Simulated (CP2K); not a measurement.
# TePt (R-3m) in CP2K: reference runs

How does TePt come out in PBEsol? The cell is run as given.

All numbers are computed with CP2K 2026.2; they aren't measurements. Logs are shortened: lines on timing, memory, paths and dates and some standing lists are left out, and cuts for length are marked.

## (1) The structure

It takes space group R-3m (No. 166, trigonal). The conventional cell has a = 3.963 Å, b = 3.963 Å, c = 19.983 Å, α = 90.00°, β = 90.00°, γ = 120.00°. Around Pt (site symmetry 3m) lie 3 Te at 2.59 Å and 3 Pt at 2.72 Å. Around Te (site symmetry 3m) lie 3 Pt at 2.59 Å.

## (2) Single point, PBEsol

Contents of tept_scf.inp:

```
&GLOBAL
  PROJECT tept_scf
  RUN_TYPE ENERGY_FORCE
  PRINT_LEVEL LOW
&END GLOBAL
&FORCE_EVAL
  METHOD QS
  STRESS_TENSOR ANALYTICAL
  &DFT
    BASIS_SET_FILE_NAME BASIS_MOLOPT_UZH
    POTENTIAL_FILE_NAME POTENTIAL_UZH
    &MGRID
      CUTOFF 450
      REL_CUTOFF 60
      NGRIDS 5
    &END MGRID
    &QS
      METHOD GPW
      EPS_DEFAULT 1.0E-10
    &END QS
    &KPOINTS
      SCHEME MONKHORST-PACK 8 8 8
      GAMMA_CENTERED T
      SYMMETRY T
      SYMMETRY_BACKEND SPGLIB
    &END KPOINTS
    &SCF
      SCF_GUESS ATOMIC
      EPS_SCF 1.0E-6
      MAX_SCF 100
      ADDED_MOS 20
      CHOLESKY OFF
      EPS_EIGVAL 1.0E-7
      &DIAGONALIZATION ON
        ALGORITHM STANDARD
      &END DIAGONALIZATION
      &MIXING ON
        METHOD BROYDEN_MIXING
        ALPHA 0.4
        BETA 1.5
        NBUFFER 8
      &END MIXING
      &SMEAR ON
        METHOD FERMI_DIRAC
        ELECTRONIC_TEMPERATURE 580.23
      &END SMEAR
    &END SCF
    &XC
      &XC_FUNCTIONAL
        &GGA_X_PBE_SOL
        &END GGA_X_PBE_SOL
        &GGA_C_PBE_SOL
        &END GGA_C_PBE_SOL
      &END XC_FUNCTIONAL
    &END XC
    &PRINT
      &KPOINTS ON
      &END KPOINTS
      &MULLIKEN ON
      &END MULLIKEN
      &MO ON
        ENERGIES T
        OCCUPATION_NUMBERS T
        &EACH
          QS_SCF 0
        &END EACH
        ADD_LAST NUMERIC
      &END MO
      &LOWDIN ON
      &END LOWDIN
      &HIRSHFELD ON
        SHAPE_FUNCTION DENSITY
      &END HIRSHFELD
    &END PRINT
  &END DFT
  &SUBSYS
    &CELL
      ABC 7.0430703122 7.0430703122 7.0430703122
      ALPHA_BETA_GAMMA 32.6815579834 32.6815579835 32.6815579831
      PERIODIC XYZ
    &END CELL
    &COORD
      SCALED
      Pt  0.1296666667 0.1296666667 0.1296666667
      Pt  0.8703333333 0.8703333333 0.8703333333
      Te  0.4020000000 0.4020000000 0.4020000000
      Te  0.5980000000 0.5980000000 0.5980000000
    &END COORD
    &KIND Pt
      BASIS_SET TZVP-MOLOPT-PBE-GTH-q18
      POTENTIAL GTH-PBE-q18
    &END KIND
    &KIND Te
      BASIS_SET TZVP-MOLOPT-PBE-GTH-q6
      POTENTIAL GTH-PBE-q6
    &END KIND
    &PRINT
      &ATOMIC_COORDINATES ON
      &END ATOMIC_COORDINATES
      &CELL ON
      &END CELL
    &END PRINT
  &END SUBSYS
  &PRINT
    &FORCES ON
    &END FORCES
    &STRESS_TENSOR ON
    &END STRESS_TENSOR
  &END PRINT
&END FORCE_EVAL
```

Potentials or basis: POTENTIAL_UZH Pt GTH-PBE-q18, Te GTH-PBE-q6; TZVP-MOLOPT-PBE-GTH basis.

Command:

```
$ OMP_NUM_THREADS=1 mpirun -n 4 cp2k.psmp -i tept_scf.inp -o tept_scf.out
```

tept_scf.out:

```text

 CP2K| version string:                                       CP2K version 2026.2
 CP2K| Input file name                                              tept_scf.inp

 GLOBAL| Force Environment number                                              1
 GLOBAL| Basis set file name                                    BASIS_MOLOPT_UZH
 GLOBAL| Potential file name                                       POTENTIAL_UZH
 GLOBAL| MM Potential file name                                     MM_POTENTIAL
 GLOBAL| Coordinate file name                                      __STD_INPUT__
 GLOBAL| Method name                                                        CP2K
 GLOBAL| Project name                                                   tept_scf
 GLOBAL| Run type                                                   ENERGY_FORCE
 GLOBAL| FFT library                                                       FFTW3
 GLOBAL| Diagonalization library                                       ScaLAPACK
 GLOBAL| Cholesky decomposition library                                ScaLAPACK
 GLOBAL| DGEMM library                                                      BLAS
 GLOBAL| Direct generalized diagonalization requested                          F
 GLOBAL| Matrix multiplication library                                 ScaLAPACK
 GLOBAL| Global print level                                                  LOW
 GLOBAL| Total number of message passing processes                             4
 GLOBAL| Number of threads for this process                                    1
 GLOBAL| CPU model name                                                  UNKNOWN

 CELL| Volume [angstrom^3]:                                            90.604419
 CELL| Vector a [angstrom]:       7.043     0.000     0.000   |a| =     7.043070
 CELL| Vector b [angstrom]:       5.928     3.803     0.000   |b| =     7.043070
 CELL| Vector c [angstrom]:       5.928     1.738     3.383   |c| =     7.043070
 CELL| Angle (b,c), alpha [degree]:                                    32.681558
 CELL| Angle (a,c), beta  [degree]:                                    32.681558
 CELL| Angle (a,b), gamma [degree]:                                    32.681558
 CELL| Numerically orthorhombic:                                              NO
 CELL| Periodicity                                                           XYZ

 CELL_REF| Volume [angstrom^3]:                                        90.604419
 CELL_REF| Vector a [angstrom     7.043     0.000     0.000   |a| =     7.043070
 CELL_REF| Vector b [angstrom     5.928     3.803     0.000   |b| =     7.043070
 CELL_REF| Vector c [angstrom     5.928     1.738     3.383   |c| =     7.043070
 CELL_REF| Angle (b,c), alpha [degree]:                                32.681558
 CELL_REF| Angle (a,c), beta  [degree]:                                32.681558
 CELL_REF| Angle (a,b), gamma [degree]:                                32.681558
 CELL_REF| Numerically orthorhombic:                                          NO
 CELL_REF| Periodicity                                                       XYZ
[... 10 lines left out ...]

  Total number of            - Atomic kinds:                                   2
                             - Atoms:                                          4
                             - Shell sets:                                     4
                             - Shells:                                        36
                             - Primitive Cartesian functions:                 20
                             - Cartesian basis functions:                    118
                             - Spherical basis functions:                    104

  Maximum angular momentum of- Orbital basis functions:                        3
                             - Local part of the GTH pseudopotential:          2
                             - Non-local part of the GTH pseudopotential:      5

 MODULE QUICKSTEP: ATOMIC COORDINATES IN ANGSTROM

   Atom Kind Element         X             Y             Z       Z(eff)     Mass
      1    1 Pt   78      2.450591      0.718497      0.438616  18.0000 195.0840
      2    1 Pt   78     16.448567      4.822608      2.944027  18.0000 195.0840
      3    2 Te   52      7.597462      2.227524      1.359822   6.0000 127.6000
      4    2 Te   52     11.301697      3.313581      2.022820   6.0000 127.6000

 SCF PARAMETERS         Density guess:                                    ATOMIC
                        --------------------------------------------------------
                        max_scf:                                             100
[... 7 lines left out ...]
                        --------------------------------------------------------
                        level_shift [a.u.]:                             0.000000
                        added MOs                                        20    0
                        --------------------------------------------------------
                        Mixing method:                            BROYDEN_MIXING
[... 63 lines left out ...]
 *******************************************************************************

 Extrapolation method: initial_guess

 Number of electrons:                                                         48
 Number of occupied orbitals:                                                 24
 Number of molecular orbitals:                                                44

 Number of orbital functions:                                                104
 Number of independent orbital functions:                                    104

 SCF WAVEFUNCTION OPTIMIZATION

  Step     Update method      Time    Convergence         Total energy    Change
  ------------------------------------------------------------------------------
     1 NoMix/Diag. 0.40E+00    2.1     0.39284216      -257.2705682983 -2.57E+02
     2 Broy./Diag. 0.40E+00    1.9     0.08658813      -259.2112314997 -1.94E+00
     3 Broy./Diag. 0.40E+00    1.9     0.06928571      -257.5699636342  1.64E+00
     4 Broy./Diag. 0.40E+00    1.9     0.03745678      -256.6100334324  9.60E-01
     5 Broy./Diag. 0.40E+00    2.0     0.01128532      -256.5736483476  3.64E-02
     6 Broy./Diag. 0.40E+00    2.0     0.01220960      -256.5160757912  5.76E-02
     7 Broy./Diag. 0.40E+00    1.9     0.00081464      -256.4969548813  1.91E-02
     8 Broy./Diag. 0.40E+00    1.9     0.00068789      -256.5043615093 -7.41E-03
     9 Broy./Diag. 0.40E+00    1.9     0.00021543      -256.5101147386 -5.75E-03
    10 Broy./Diag. 0.40E+00    1.9     0.00010029      -256.5114708085 -1.36E-03
    11 Broy./Diag. 0.40E+00    1.9     0.00004241      -256.5116851283 -2.14E-04
    12 Broy./Diag. 0.40E+00    1.9     0.00000598      -256.5118169200 -1.32E-04
    13 Broy./Diag. 0.40E+00    1.9     0.00001323      -256.5118002195  1.67E-05
    14 Broy./Diag. 0.40E+00    1.9     0.00000060      -256.5117958711  4.35E-06

  *** SCF run converged in    14 steps ***

  Electronic density on regular grids:        -48.0000000015       -0.0000000015
  Core density on regular grids:               47.9999999946       -0.0000000054
  Total charge density on r-space grids:       -0.0000000069
  Total charge density g-space grids:          -0.0000000069

  Overlap energy of the core charge distribution:               0.00000001714100
  Self energy of the core charge distribution:               -400.74385704336294
  Core Hamiltonian energy:                                     88.27958346303743
  Hartree energy:                                              82.81368006936111
  Exchange-correlation energy:                                -26.86057109176188
  Electronic entropic energy:                                  -0.00063128571698
  Fermi energy:                                                 0.33122897664140

  Total energy:                                              -256.51179587113313
  Total energy (extrapolated to T->0):                       -256.51148022827465

 MO| EIGENVALUES AND OCCUPATION NUMBERS FOR K POINT 1
 MO|
 MO|  Index      Eigenvalue [a.u.]        Eigenvalue [eV]             Occupation
 MO|      1              -3.273058             -89.064451               2.000000
 MO|      2              -3.272324             -89.044457               2.000000
 MO|      3              -1.613677             -43.910388               2.000000
 MO|      4              -1.613677             -43.910388               2.000000
 MO|      5              -1.609010             -43.783379               2.000000
 MO|      6              -1.609010             -43.783379               2.000000
[... 686 lines left out ...]
 MO|     43               0.997321              27.138481               0.000000
 MO|     44               1.054676              28.699207               0.000000
 MO| Sum:                                                              48.004799
 MO| E(Fermi):            0.331229 a.u.          9.013199 eV

 [... the levels of further k-points ...]

 !-----------------------------------------------------------------------------!
                     Mulliken Population Analysis

 #  Atom  Element  Kind  Atomic population                           Net charge
       1     Pt       1         18.303038                             -0.303038
       2     Pt       1         18.303039                             -0.303039
       3     Te       2          5.696962                              0.303038
       4     Te       2          5.696961                              0.303039
 # Total charge                             48.000000                 -0.000000

 !-----------------------------------------------------------------------------!

 !-----------------------------------------------------------------------------!
                           Hirshfeld Charges

  #Atom  Element  Kind  Ref Charge     Population                    Net charge
      1       Pt     1      18.000         18.038                        -0.038
      2       Pt     1      18.000         18.038                        -0.038
      3       Te     2       6.000          5.962                         0.038
      4       Te     2       6.000          5.962                         0.038

  Total Charge                                                           -0.000
 !-----------------------------------------------------------------------------!

 LOWDIN POPULATION ANALYSIS

 #  Atom  Element  Kind  Atomic population                           Net charge
       1     Pt       1         19.787135                             -1.787135
       2     Pt       1         19.787135                             -1.787135
       3     Te       2          4.212865                              1.787135
       4     Te       2          4.212865                              1.787135
 # Total charge                             48.000000                 -0.000000

 ENERGY| Total FORCE_EVAL ( QS ) energy [hartree]           -256.511778122626708

 FORCES| Atomic forces [hartree/bohr]
 FORCES|   Atom     x               y               z               |f|
 FORCES|      1  1.23839018E-02  3.63089910E-03  2.21652676E-03   1.30941759E-02
 FORCES|      2 -1.23839450E-02 -3.63089026E-03 -2.21653358E-03   1.30942154E-02
 FORCES|      3 -9.48161582E-03 -2.77982732E-03 -1.69706197E-03   1.00253927E-02
 FORCES|      4  9.48165901E-03  2.77981848E-03  1.69706878E-03   1.00254322E-02
 FORCES| Sum    -2.75606066E-11 -3.49143284E-12 -5.53743509E-12
 FORCES| Total atomic force                                       2.83273777E-11

 STRESS| Analytical stress tensor [bar]
 STRESS|                        x                   y                   z
 STRESS|      x        2.48036914954E+04  -3.72379390508E+03  -2.27283264974E+03
 STRESS|      y       -3.72379390508E+03   3.64100978828E+04  -6.66440121219E+02
 STRESS|      z       -2.27283264974E+03  -6.66440121219E+02   3.70946949939E+04
 STRESS| 1/3 Trace                                             3.27694947907E+04
 STRESS| Determinant                                           3.27756361770E+13

 STRESS| Eigenvectors and eigenvalues of the analytical stress tensor [bar]
 STRESS|                        1                   2                   3
 STRESS| Eigenvalues   2.33048774149E+04   3.75015039253E+04   3.75021030320E+04
 STRESS|      x           0.945742220944     -0.132228335060     -0.296795079021
 STRESS|      y           0.277337127647     -0.147382564090      0.949401125674
 STRESS|      z           0.169280149907      0.980201023877      0.102714086852
```

Run time: 32 s. Hardware: 4 MPI ranks of Arm Neoverse V2, shared host.

What came out:

- Free energy: -6980.0405 eV
- Pressure: 3.3 GPa
- Largest force: 0.673 eV/Å
- Band gap on the k mesh: none (metal or under the smearing width)
- Mulliken charges: Pt -0.30; Te +0.30 e
- Hirshfeld charges: Pt -0.04; Te +0.04 e

Forces in eV/Å, atoms in the order of the input:
```
Pt   0.637  0.187  0.114
Pt  -0.637 -0.187 -0.114
Te  -0.488 -0.143 -0.087
Te   0.488  0.143  0.087
```

Stress tensor (GPa, compression positive):
```
 2.48 -0.37 -0.23
-0.37  3.64 -0.07
-0.23 -0.07  3.71
```

Levels at points of the mesh, in eV from the Fermi level:
```tsv
k point	band 21	band 22	band 23	band 24	band 25	band 26	band 27	band 28
(0.00, 0.00, 0.00)	-1.69	0.69	0.69	0.88	1.21	2.92	2.92	4.91
(0.00, 0.00, 0.50)	-2.46	-1.93	-1.82	-1.10	0.31	1.40	1.98	3.78
(0.00, 0.50, 0.50)	-2.46	-1.78	-1.77	-1.34	-1.15	2.59	3.88	4.92
(0.50, 0.50, 0.50)	-1.66	-1.58	1.23	1.23	1.99	1.99	3.55	4.57
```

Caveat: Mulliken charges move with the basis; the potentials were made for another functional, which shifts forces and pressure; the basis of atomic orbitals isn't converged, which shifts pressures, moduli and gaps. The run has no spin-orbit coupling, so splittings on Pt, Te are missing.
